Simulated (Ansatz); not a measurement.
# ZnAu: what symmetry allows forces and stress to be

```xyz
2
Lattice="3.1709 0.0432 0.0432 0.0432 3.2653 -0.0317 0.0432 -0.0317 3.2653" Properties=species:S:1:pos:R:3 pbc="T T T"
Zn    1.6286    1.4532    1.8236
Au    0.0000    0.1852   -0.1852
```

Computed with Ansatz, DFT PBE, scalar-relativistic, plane waves, PAW.

Cutoff 420 eV; k points 12×12×12 on the computed 2-atom cell (Γ-centred); Gaussian smearing, width 0.10 eV; no spin polarisation.

This distorted cell has space group C2, with 2 operations.

Question: Without a calculation: in which directions can each atom feel a force?

Answer: A force must be left unchanged by every operation that keeps its atom in place, so it lies in the space that those operations leave fixed. Atoms that the group maps onto each other feel forces of one size.
```json
{"atom": "Zn1", "site symmetry": "2", "operations at the site": "2", "equivalent to atom": "1", "allowed force (Cartesian)": "along (0.00, -0.71, 0.71)"}
{"atom": "Au2", "site symmetry": "2", "operations at the site": "2", "equivalent to atom": "2", "allowed force (Cartesian)": "along (0.00, -0.71, 0.71)"}
```

That leaves 2 independent force components of 6, tied by 1 condition that the forces sum to zero, so 1 remains. A relaxation in this cell that keeps the symmetry moves the atoms in these directions alone.

Question: And the stress tensor?

Answer: It must be invariant under the point group, which leaves 4 independent components: yy = zz, xz = xy.

Question: Do the computed values obey this?

Answer: Yes. Forces (eV/Å):
```
Zn1  0.000  1.531 -1.531
Au2  0.000 -1.531  1.531
```

Stress (GPa, compression positive, xx yy zz yz xz xy): 11.10 4.77 4.77 -8.79 -0.58 -0.58. The program imposes the same operations on density, forces and stress, so this confirms the analysis and is no independent test of the calculation.

Spin–orbit coupling is left out, which can shift energies with elements as heavy as these.